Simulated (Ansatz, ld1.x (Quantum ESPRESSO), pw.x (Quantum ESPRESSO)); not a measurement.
## What a changed setting does to a pw.x run (fcc S)

Potential: norm-conserving Troullier–Martins (Kleinman–Bylander form), ld1.x (Quantum ESPRESSO) 7.5, PBE; core [Ne], reference 3s2 3p4; waves: 3s (bound): rc 1.40 bohr; 3p (bound): rc 1.30 bohr; 3d channel at 0.35 Ry: rc 1.40 bohr; local part: all-electron potential smoothed inside 1.10 bohr (lloc = -1); core correction: a·sin(br)/r model core inside 1.20 bohr.

The reference run (k-mesh 14³, cutoffs 120/480 Ry, Fermi–Dirac 0.01 Ry, mixing_beta 0.4, conv_thr 1e-9, no spin) gives -0.60 GPa at 15.941 Å³/atom, where all-electron LAPW gives -0.09 GPa. This run, with its own iteration cap, changes mixing_beta to 0.05.

```
&control
  calculation='scf', prefix='x', pseudo_dir='./', outdir='./tmp', tstress=.true., disk_io='none'
/
&system
  ibrav=0, nat=1, ntyp=1, ecutwfc=120, ecutrho=480, nbnd=10,
  occupations='smearing', smearing='fd', degauss=0.01
/
&electrons
  conv_thr=1e-09, mixing_beta=0.05, electron_maxstep=60
/
ATOMIC_SPECIES
S 1.0 S.UPF
CELL_PARAMETERS angstrom
  0.00000000 1.99753864 1.99753864
  1.99753864 0.00000000 1.99753864
  1.99753864 1.99753864 0.00000000
ATOMIC_POSITIONS crystal
S 0.0000 0.0000 0.0000
K_POINTS automatic
14 14 14 0 0 0
```

```bash
pw.x < S.scf.in > S.scf.out
```

Q: How does the run end?

A: It converges in 8 iterations; the free energy moves by +0.0 meV/atom and the pressure by +0.00 GPa. The result is that of the reference run.

```
Message from routine setup:
     using ibrav=0 with symmetry is DISCOURAGED, use correct ibrav instead
     lattice parameter (alat)  =       5.3384  a.u.
     unit-cell volume          =     107.5752 (a.u.)^3
     number of electrons       =         6.00
     number of Kohn-Sham states=           10
     kinetic-energy cutoff     =     120.0000  Ry
     charge density cutoff     =     480.0000  Ry
     scf convergence threshold =      1.0E-09
     Exchange-correlation= PBE
     number of k points=   104  Fermi-Dirac smearing, width (Ry)=  0.0100
     iteration #  1     ecut=   120.00 Ry     beta= 0.05
     total energy              =     -20.77320973 Ry
     estimated scf accuracy    <       0.00091492 Ry
     iteration #  2     ecut=   120.00 Ry     beta= 0.05
     total energy              =     -20.77294906 Ry
     estimated scf accuracy    <       0.00079398 Ry
     iteration #  3     ecut=   120.00 Ry     beta= 0.05
     total energy              =     -20.77304458 Ry
     estimated scf accuracy    <       0.00001037 Ry
     iteration #  4     ecut=   120.00 Ry     beta= 0.05
     total energy              =     -20.77304992 Ry
     estimated scf accuracy    <       0.00000944 Ry
     iteration #  5     ecut=   120.00 Ry     beta= 0.05
     total energy              =     -20.77305116 Ry
     estimated scf accuracy    <       0.00000019 Ry
     iteration #  6     ecut=   120.00 Ry     beta= 0.05
     total energy              =     -20.77305121 Ry
     estimated scf accuracy    <          8.9E-09 Ry
     iteration #  7     ecut=   120.00 Ry     beta= 0.05
     total energy              =     -20.77305118 Ry
     estimated scf accuracy    <       0.00000006 Ry
     iteration #  8     ecut=   120.00 Ry     beta= 0.05
     the Fermi energy is     8.9550 ev
!    total energy              =     -20.77305119 Ry
     estimated scf accuracy    <          4.7E-10 Ry
     smearing contrib. (-TS)   =      -0.00395878 Ry
     The total energy is F=E-TS. E is the sum of the following terms:
     one-electron contribution =       5.07447665 Ry
     hartree contribution      =       0.96597943 Ry
     xc contribution           =      -4.94680172 Ry
     ewald contribution        =     -21.86274677 Ry
     convergence has been achieved in   8 iterations
          total   stress  (Ry/bohr**3)                   (kbar)     P=       -6.02
     Message from routine punch:
     Nothing written, as per user request (disk_io='none')
```

The run took about 20 s on one core of a shared host (Intel(R) Xeon(R) Gold 6455B, 64 threads, 503 GiB, load 22).
